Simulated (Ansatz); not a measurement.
# NiSb2 (Pnnm)

The calculation used DFT PBEsol, scalar-relativistic, plane waves, PAW in Ansatz.

Settings: cutoff 420 eV, Γ-centred mesh 8×6×10 on the computed 6-atom cell, Gaussian smearing of 0.10 eV; no spin polarisation.

The structure is relaxed at this level of theory with its symmetry kept. Whether it is the stable form of this composition wasn't checked.

```
Ni Sb
1.0
     5.15044    0.00000    0.00000
     0.00000    6.27527    0.00000
     0.00000    0.00000    3.83116
Ni Sb
2 4
Cartesian
  0.0000 0.0000 0.0000
  2.5752 3.1376 1.9156
  1.1368 2.2454 0.0000
  4.0137 4.0299 0.0000
  3.7120 0.8922 1.9156
  1.4384 5.3831 1.9156
```

| Quantity | Value |
| --- | --- |
| Space group | Pnnm (No. 58) |
| Volume per atom | 20.64 Å³ |
| Formation energy from the elements' standard states (uncorrected) | -0.236 eV/atom |
| Kohn–Sham band gap | none (metal) |
| Density of states at the Fermi level | 2.82 states/eV per cell |
| Löwdin character within 0.5 eV of the Fermi level | Sb 5p 55 %, Ni 3d 30 %, Sb 5s 10 % |
| Bader charges (e) | Ni (2 in the cell) -0.38, Sb (4 in the cell) 0.19 |

Spin-orbit coupling is left out, which matters for the bands of heavy elements. Spin polarisation was left out, and a magnetic state may lie lower.

A ferromagnetic start lost its moments in a first run, so spin was left out; other magnetic orders weren't tried.